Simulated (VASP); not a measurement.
Computed with LDA (Ceperley-Alder, Perdew-Zunger), VASP's LDA PAW potentials (set 64) (plane waves; VASP).

VASP ran on this input.

File POSCAR:
```
NaBr
1
    0.0000000000     2.8891804638     2.8891804638
    2.8891804638     0.0000000000     2.8891804638
    2.8891804638     2.8891804638     0.0000000000
Na Br
1 1
Direct
  0.0000000000   0.0000000000   0.0000000000
  0.5000000000   0.5000000000   0.5000000000
```

### KPOINTS
```
Automatic mesh
0
Gamma
7 7 7
0 0 0
```

**INCAR**
```
# general
SYSTEM   =  NaBr
PREC     =  Accurate
ENCUT    =  530   # plane-wave cut-off (eV)
LREAL    =  F   # projection in real space or not
LASPH    =  T

# electronic loop
EDIFF    =  1E-7
NELM     =  100
ALGO     =  Normal   # blocked Davidson
LMAXMIX  =  4   # l cut-off of mixed one-centre charges

# smearing
ISMEAR   =  0   # Gaussian
SIGMA    =  0.05   # width (eV)

# ions
IBRION   =  6   # finite differences
NSW      =  1   # most ionic steps
ISIF     =  3
POTIM    =  0.015   # step
NFREE    =  2

# output
LWAVE    =  F
LCHARG   =  F
```

POTCAR, in this order: Na_pv Br (LDA.64 set). Program: vasp_std.

Output

**OUTCAR**
```
 ion  position               nearest neighbor table
   1  0.000  0.000  0.000-
   2  0.500  0.500  0.500-
  LATTYP: Found a face centered cubic cell.
 ALAT       =     5.7783609276
 Subroutine PRICEL returns:
 Original cell was already a primitive cell.
 Subroutine GETGRP returns: Found 48 space group operations
The static configuration has the point symmetry O_h .
The dynamic configuration has the point symmetry O_h .
 Subroutine INISYM returns: Found 48 space group operations
 Subroutine IBZKPT returns following result:
 Found     20 irreducible k-points:

 Following reciprocal coordinates:
            Coordinates               Weight
  0.000000  0.000000  0.000000      1.000000
  0.142857  0.000000  0.000000      8.000000
  0.285714  0.000000  0.000000      8.000000
  0.428571  0.000000  0.000000      8.000000
  0.142857  0.142857  0.000000      6.000000
  0.285714  0.142857  0.000000     24.000000
  0.428571  0.142857  0.000000     24.000000
 -0.428571  0.142857  0.000000     24.000000
 -0.285714  0.142857  0.000000     24.000000
 -0.142857  0.142857  0.000000     12.000000
  0.285714  0.285714  0.000000      6.000000
  0.428571  0.285714  0.000000     24.000000
 -0.428571  0.285714  0.000000     24.000000
 -0.285714  0.285714  0.000000     12.000000
  0.428571  0.428571  0.000000      6.000000
 -0.428571  0.428571  0.000000     12.000000
  0.428571  0.285714  0.142857     24.000000
 -0.428571  0.285714  0.142857     48.000000
 -0.428571  0.428571  0.142857     24.000000
 -0.285714  0.428571  0.142857     24.000000
 Subroutine IBZKPT_HF returns following result:
   k-points           NKPTS =     20   k-points in BZ     NKDIM =     20   number of bands    NBANDS=     11
   number of dos      NEDOS =    301   number of ions     NIONS =      2
   total plane-waves  NPLWV =  32768
...
```

OSZICAR:
```
...
DAV:   2    -0.676045266383E+01    0.22973E-01   -0.36573E-02  2389   0.222E+00    0.559E-01
DAV:   3    -0.675164034773E+01    0.88123E-02   -0.18453E-02  2557   0.135E+00    0.154E-01
DAV:   4    -0.675119197695E+01    0.44837E-03   -0.15752E-03  2479   0.428E-01    0.376E-02
DAV:   5    -0.675115374822E+01    0.38229E-04   -0.13658E-04  2602   0.130E-01    0.156E-02
DAV:   6    -0.675115236953E+01    0.13787E-05   -0.66796E-06  2509   0.322E-02    0.299E-03
DAV:   7    -0.675115237541E+01   -0.58751E-08   -0.52615E-07  2422   0.661E-03
   8 F= -.67511524E+01 E0= -.67511524E+01  d E =-.509757E-14
       N       E                     dE             d eps       ncg     rms          rms(c)
DAV:   1    -0.676931410219E+01   -0.18162E-01   -0.67526E-01  2374   0.765E+00    0.901E-01
DAV:   2    -0.675777191778E+01    0.11542E-01   -0.12136E-02  2344   0.112E+00    0.544E-01
DAV:   3    -0.675113704683E+01    0.66349E-02   -0.77910E-03  2539   0.703E-01    0.505E-02
DAV:   4    -0.675116066627E+01   -0.23619E-04   -0.45787E-04  2302   0.163E-01    0.343E-02
DAV:   5    -0.675115208185E+01    0.85844E-05   -0.12510E-05  2554   0.418E-02    0.512E-03
DAV:   6    -0.675115226065E+01   -0.17879E-06   -0.18749E-06  2479   0.132E-02    0.284E-03
DAV:   7    -0.675115226957E+01   -0.89237E-08   -0.28438E-07  2266   0.423E-03
   9 F= -.67511523E+01 E0= -.67511523E+01  d E =-.554209E-14
       N       E                     dE             d eps       ncg     rms          rms(c)
DAV:   1    -0.675605962497E+01   -0.49074E-02   -0.62396E-01  2419   0.750E+00    0.621E-01
DAV:   2    -0.675234390832E+01    0.37157E-02   -0.96419E-03  2332   0.101E+00    0.380E-01
DAV:   3    -0.675098658728E+01    0.13573E-02   -0.36989E-03  2545   0.501E-01    0.298E-02
DAV:   4    -0.675104619086E+01   -0.59604E-04   -0.24376E-04  2317   0.123E-01    0.189E-02
DAV:   5    -0.675114102426E+01   -0.94833E-04   -0.18799E-05  2599   0.333E-02    0.279E-03
DAV:   6    -0.675114814291E+01   -0.71187E-05   -0.14402E-06  2444   0.967E-03    0.178E-03
DAV:   7    -0.675115200225E+01   -0.38593E-05   -0.17229E-07  1920   0.354E-03    0.356E-04
DAV:   8    -0.675115240262E+01   -0.40037E-06   -0.19053E-08  1184   0.149E-03    0.229E-04
DAV:   9    -0.675115241055E+01   -0.79217E-08   -0.28772E-09  1151   0.569E-04
  10 F= -.67511524E+01 E0= -.67511524E+01  d E =-.560032E-14
       N       E                     dE             d eps       ncg     rms          rms(c)
DAV:   1    -0.676925959755E+01   -0.18107E-01   -0.69792E-01  2428   0.785E+00    0.900E-01
DAV:   2    -0.675778206409E+01    0.11478E-01   -0.12498E-02  2359   0.116E+00    0.544E-01
DAV:   3    -0.675113822745E+01    0.66438E-02   -0.78340E-03  2503   0.697E-01    0.508E-02
DAV:   4    -0.675116130457E+01   -0.23077E-04   -0.45834E-04  2323   0.165E-01    0.351E-02
DAV:   5    -0.675115207865E+01    0.92259E-05   -0.13019E-05  2515   0.422E-02    0.553E-03
DAV:   6    -0.675115227853E+01   -0.19988E-06   -0.21440E-06  2497   0.138E-02    0.321E-03
DAV:   7    -0.675115228548E+01   -0.69501E-08   -0.31908E-07  2305   0.450E-03
  11 F= -.67511523E+01 E0= -.67511523E+01  d E =-.555235E-14
       N       E                     dE             d eps       ncg     rms          rms(c)
DAV:   1    -0.676049150237E+01   -0.93392E-02   -0.58631E-01  2449   0.716E+00    0.620E-01
DAV:   2    -0.675517518413E+01    0.53163E-02   -0.94043E-03  2344   0.997E-01    0.381E-01
DAV:   3    -0.675118556375E+01    0.39896E-02   -0.37217E-03  2509   0.532E-01    0.295E-02
DAV:   4    -0.675118594125E+01   -0.37750E-06   -0.27473E-04  2359   0.137E-01    0.192E-02
DAV:   5    -0.675115528478E+01    0.30656E-04   -0.19018E-05  2567   0.348E-02    0.302E-03
DAV:   6    -0.675115358978E+01    0.16950E-05   -0.15025E-06  2473   0.105E-02    0.201E-03
DAV:   7    -0.675115239732E+01    0.11925E-05   -0.21202E-07  2377   0.416E-03    0.581E-04
DAV:   8    -0.675115237995E+01    0.17374E-07   -0.15364E-08  1190   0.138E-03
  12 F= -.67511524E+01 E0= -.67511524E+01  d E =-.547965E-14
       N       E                     dE             d eps       ncg     rms          rms(c)
DAV:   1    -0.676929388012E+01   -0.18141E-01   -0.71730E-01  2434   0.800E+00    0.901E-01
DAV:   2    -0.675778437810E+01    0.11510E-01   -0.12120E-02  2398   0.114E+00    0.544E-01
DAV:   3    -0.675113796782E+01    0.66464E-02   -0.78126E-03  2521   0.702E-01    0.506E-02
DAV:   4    -0.675116116249E+01   -0.23195E-04   -0.45799E-04  2341   0.162E-01    0.349E-02
DAV:   5    -0.675115223569E+01    0.89268E-05   -0.11860E-05  2532   0.420E-02    0.646E-03
DAV:   6    -0.675115229264E+01   -0.56946E-07   -0.25402E-06  2509   0.150E-02    0.366E-03
DAV:   7    -0.675115228518E+01    0.74594E-08   -0.42880E-07  2302   0.491E-03
  13 F= -.67511523E+01 E0= -.67511523E+01  d E =-.565645E-14
       N       E                     dE             d eps       ncg     rms          rms(c)
DAV:   1    -0.675320350500E+01   -0.20512E-02   -0.11576E+00  1006   0.910E+00    0.432E-01
DAV:   2    -0.675269357186E+01    0.50993E-03   -0.21314E-02   961   0.137E+00    0.266E-01
DAV:   3    -0.675128681214E+01    0.14068E-02   -0.21054E-03  1042   0.444E-01    0.174E-02
DAV:   4    -0.675131939801E+01   -0.32586E-04   -0.17657E-04   970   0.122E-01    0.998E-03
DAV:   5    -0.675132096544E+01   -0.15674E-05   -0.69012E-06  1056   0.274E-02    0.122E-03
DAV:   6    -0.675132123431E+01   -0.26886E-06   -0.63433E-07   952   0.746E-03    0.117E-03
DAV:   7    -0.675132121194E+01    0.22369E-07   -0.42344E-08   551   0.184E-03
  14 F= -.67513212E+01 E0= -.67513212E+01  d E =-.106841E-16
       N       E                     dE             d eps       ncg     rms          rms(c)
DAV:   1    -0.674825993804E+01    0.30613E-02   -0.27414E+00   952   0.120E+01    0.504E-02
DAV:   2    -0.675126195431E+01   -0.30020E-02   -0.30512E-02   931   0.144E+00    0.144E-02
DAV:   3    -0.675132093583E+01   -0.58982E-04   -0.63365E-04  1042   0.210E-01    0.116E-02
DAV:   4    -0.675132108326E+01   -0.14743E-06   -0.22875E-05  1015   0.554E-02    0.398E-03
DAV:   5    -0.675132118861E+01   -0.10535E-06   -0.93488E-07  1003   0.955E-03    0.231E-03
DAV:   6    -0.675132119923E+01   -0.10626E-07   -0.32380E-08   527   0.204E-03
  15 F= -.67513212E+01 E0= -.67513212E+01  d E =-.105894E-16
       N       E                     dE             d eps       ncg     rms          rms(c)
DAV:   1    -0.674924757817E+01    0.20736E-02   -0.11436E+00   976   0.868E+00    0.167E-01
DAV:   2    -0.675131743879E+01   -0.20699E-02   -0.21531E-02   895   0.145E+00    0.607E-02
DAV:   3    -0.675132929508E+01   -0.11856E-04   -0.35021E-04  1042   0.203E-01    0.467E-02
DAV:   4    -0.675131778507E+01    0.11510E-04   -0.51552E-05   952   0.661E-02    0.152E-02
DAV:   5    -0.675131852173E+01   -0.73666E-06   -0.73051E-06   964   0.206E-02    0.359E-03
DAV:   6    -0.675131856232E+01   -0.40596E-07   -0.23631E-07   976   0.410E-03
  16 F= -.67513186E+01 E0= -.67513186E+01  d E =-.105826E-16
       N       E                     dE             d eps       ncg     rms          rms(c)
DAV:   1    -0.674867916435E+01    0.26394E-02   -0.91301E-01   901   0.496E+00    0.268E-01
DAV:   2    -0.675140072062E+01   -0.27216E-02   -0.29019E-02   883   0.123E+00    0.880E-02
DAV:   3    -0.675135468885E+01    0.46032E-04   -0.31841E-04  1054   0.153E-01    0.647E-02
DAV:   4    -0.675131778282E+01    0.36906E-04   -0.16244E-04   916   0.855E-02    0.187E-02
DAV:   5    -0.675131910753E+01   -0.13247E-05   -0.23273E-05   958   0.322E-02    0.695E-03
DAV:   6    -0.675131870557E+01    0.40195E-06   -0.95685E-07  1024   0.723E-03    0.347E-03
DAV:   7    -0.675131852703E+01    0.17854E-06   -0.14899E-06   940   0.762E-03    0.336E-03
DAV:   8    -0.675131849755E+01    0.29475E-07   -0.22191E-07   889   0.336E-03
  17 F= -.67513185E+01 E0= -.67513185E+01  d E =-.106411E-16
```

### OUTCAR
```
------------------------ aborting loop because EDIFF is reached ----------------------------------------
  FORCE on cell =-STRESS in cart. coord.  units (eV):
  Direction    XX          YY          ZZ          XY          YZ          ZX
  --------------------------------------------------------------------------------------
  Total        0.0404757      0.0375921      0.0375921      0.0000000      0.0000000      0.0000000
  in kB        1.3444709      1.2486847      1.2486847      0.0000000      0.0000000      0.0000000
  external PRESSURE =       1.2806135 kB  Pullay stress =       0.0000000 kB
  volume of cell :       48.23
      direct lattice vectors                 reciprocal lattice vectors
     0.000000000  2.889180464  2.889180464    -0.173059456  0.173059456  0.173059456
     2.889180464  0.000000000  2.889180464     0.173059456 -0.173059456  0.173059456
     2.889180464  2.889180464  0.000000000     0.173059456  0.173059456 -0.173059456
 POSITION                                       TOTAL-FORCE (eV/Angst)
 -----------------------------------------------------------------------------------
      0.00000      0.00000      0.00000        -0.023639      0.000000      0.000000
      2.87418      2.88918      2.88918         0.023639      0.000000      0.000000
 -----------------------------------------------------------------------------------
    total drift:                               -0.000057     -0.000000     -0.000000
  FREE ENERGIE OF THE ION-ELECTRON SYSTEM (eV)
  ---------------------------------------------------
  free  energy   TOTEN  =        -6.7513184976 eV

  energy  without entropy=       -6.7513184976  energy(sigma->0) =       -6.75131850

   1 f  =    4.639627 THz    29.151636 2PiTHz  154.761297 cm-1    19.187947 meV
             X         Y         Z           dx          dy          dz
      0.000000  0.000000  0.000000     0.000000    0.000000    0.880648
      2.889180  2.889180  2.889180     0.000000    0.000000   -0.473770

   2 f  =    4.639627 THz    29.151636 2PiTHz  154.761297 cm-1    19.187947 meV
             X         Y         Z           dx          dy          dz
      0.000000  0.000000  0.000000    -0.000000   -0.880648    0.000000
      2.889180  2.889180  2.889180    -0.000000    0.473770    0.000000

   3 f  =    4.639627 THz    29.151636 2PiTHz  154.761297 cm-1    19.187947 meV
             X         Y         Z           dx          dy          dz
      0.000000  0.000000  0.000000     0.880648   -0.000000    0.000000
      2.889180  2.889180  2.889180    -0.473770    0.000000    0.000000

   4 f/i=    0.005702 THz     0.035824 2PiTHz    0.190184 cm-1     0.023580 meV
             X         Y         Z           dx          dy          dz
      0.000000  0.000000  0.000000     0.366533    0.300187    0.000000
      2.889180  2.889180  2.889180     0.681314    0.557990    0.000000

   5 f/i=    0.005702 THz     0.035824 2PiTHz    0.190184 cm-1     0.023580 meV
             X         Y         Z           dx          dy          dz
      0.000000  0.000000  0.000000     0.000000    0.000000   -0.473770
      2.889180  2.889180  2.889180     0.000000    0.000000   -0.880648

   6 f/i=    0.005702 THz     0.035824 2PiTHz    0.190184 cm-1     0.023580 meV
             X         Y         Z           dx          dy          dz
      0.000000  0.000000  0.000000     0.300187   -0.366533    0.000000
      2.889180  2.889180  2.889180     0.557990   -0.681314    0.000000

 ELASTIC MODULI CONTR FROM IONIC RELAXATION (kBar)
 Direction    XX          YY          ZZ          XY          YZ          ZX
 --------------------------------------------------------------------------------
 XX           0.0000      0.0000      0.0000      0.0000      0.0000      0.0000
 YY           0.0000      0.0000      0.0000      0.0000      0.0000      0.0000
 ZZ           0.0000      0.0000      0.0000      0.0000      0.0000      0.0000
 XY           0.0000      0.0000      0.0000      0.0000      0.0000      0.0000
 YZ           0.0000      0.0000      0.0000      0.0000      0.0000      0.0000
 ZX           0.0000      0.0000      0.0000      0.0000      0.0000      0.0000
 --------------------------------------------------------------------------------

 TOTAL ELASTIC MODULI (kBar)
 Direction    XX          YY          ZZ          XY          YZ          ZX
 --------------------------------------------------------------------------------
 XX         590.6834    112.8033    112.8033     -0.0000      0.0000      0.0000
 YY         112.8033    590.6834    112.8033     -0.0000      0.0000     -0.0000
 ZZ         112.8033    112.8033    590.6834     -0.0000     -0.0000     -0.0000
 XY          -0.0000     -0.0000     -0.0000    102.4120      0.0000      0.0000
 YZ           0.0000      0.0000     -0.0000      0.0000    102.4120      0.0000
 ZX           0.0000     -0.0000     -0.0000      0.0000      0.0000    102.4120
 --------------------------------------------------------------------------------
```
(Selected blocks of OUTCAR.)

The compound is NaBr in the rock salt structure. It was relaxed first, which changed the volume by -9 %.
